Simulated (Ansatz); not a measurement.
NaF (Villiaumite) under changes of volume

One of the cells (12.487 Å³/atom); the others are scaled copies at fixed shape and fractional positions:

```
CELL_PARAMETERS angstrom
0.00000 2.32000 2.32000
2.32000 0.00000 2.32000
2.32000 2.32000 0.00000
ATOMIC_POSITIONS crystal
Na 0.00000 0.00000 0.00000
F 0.50000 0.50000 0.50000
```

| Property | Result |
| --- | --- |
| Program | Ansatz 0.2.0 |
| Functional | LDA |
| Potentials or basis | all-electron LAPW, scalar-relativistic |
| Cutoff | 262 eV (chosen from the basis error) |
| Basis error allowed | 0.001 eV/atom |
| k mesh | 10 × 10 × 10 |
| Occupations | fermi-dirac, width 0.05 eV |
| Spin | no spin polarisation |

```tsv
volume (Å³/atom)	energy over the lowest point (meV/atom)	pressure (GPa)	gap on the mesh (eV)
11.738	0.00	-1.6	6.28
11.988	3.33	-2.7	6.16
12.237	8.22	-3.6	6.05
12.487	14.51	-4.4	5.94
12.737	22.02	-5.2	5.84
12.987	30.60	-5.8	5.74
13.236	?	?	?
```

Problem. What does the run at 13.236 Å³/atom give?

Solution. Energy over the lowest point 40.14 meV/atom; pressure -6.4 GPa; gap on the mesh 5.65 eV.

Worked out: A Birch-Murnaghan fit of order 3 (a polynomial in V^(-2/3)) to the other rows has its minimum at 11.42 Å³/atom, just outside them, with B0 = V·E''(V) = 62 GPa and B' = 4.9. It gives 40.08 meV/atom at 13.236 Å³/atom, against the run's 40.14, and -dE/dV = -6.4 GPa, against -6.4. A straight line through the other rows of the gap, of slope -5.33 eV per unit of ln V (its deformation potential), extrapolates to 5.63 eV, against the run's 5.65.

Energies are extrapolated to zero smearing.

A mesh can miss the band edges.
